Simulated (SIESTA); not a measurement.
**Na2S under changes of volume**

One of the cells (23.385 Å³/atom); the others are scaled copies at fixed shape and fractional positions:

```
CELL_PARAMETERS angstrom
0.00000 3.27350 3.27350
3.27350 0.00000 3.27350
3.27350 3.27350 0.00000
ATOMIC_POSITIONS crystal
S 0.00000 0.00000 0.00000
Na 0.75000 0.75000 0.75000
Na 0.25000 0.25000 0.25000
```

- Program: SIESTA 5.4.2
- Functional: PBEsol
- Potentials or basis: PseudoDojo 0.4 standard (PBEsol files)
- Basis: DZP (energy shift 0.003 Ry; two zetas on semicore shells)
- Grid cutoff: 800 Ry
- Energy shift: 0.003 Ry
- k mesh: 7 × 7 × 7
- Occupations: fermi-dirac, width 0.05 eV
- Spin: no spin polarisation

| volume (Å³/atom) | energy over the lowest point (meV/atom) | pressure (GPa) | gap on the mesh (eV) |
| --- | --- | --- | --- |
| 21.982 | ? | ? | ? |
| 22.450 | 2.22 | 1.1 | 2.52 |
| 22.918 | 0.00 | 0.4 | 2.45 |
| 23.385 | 0.11 | -0.2 | 2.39 |
| 23.853 | 1.51 | -0.8 | 2.32 |
| 24.321 | 4.47 | -1.3 | 2.26 |
| 24.789 | 8.82 | -1.7 | 2.20 |

Q: What does the run at 21.982 Å³/atom give?

A: Energy over the lowest point 6.54 meV/atom; pressure 1.9 GPa; gap on the mesh 2.59 eV.

Worked out: A Birch-Murnaghan fit of order 3 (a polynomial in V^(-2/3)) to the other rows has its minimum at 23.18 Å³/atom with B0 = V·E''(V) = 30 GPa and B' = 6.0. It gives 6.48 meV/atom at 21.982 Å³/atom, against the run's 6.54, and -dE/dV = 1.9 GPa, against 1.9. A straight line through the other rows of the gap, of slope -3.23 eV per unit of ln V (its deformation potential), extrapolates to 2.59 eV, against the run's 2.59.

Energies are extrapolated to zero smearing.

Caveats: an odd mesh through Γ misses points on the zone boundary, where band edges often lie; the basis of atomic orbitals isn't converged, which shifts pressures, moduli and gaps.
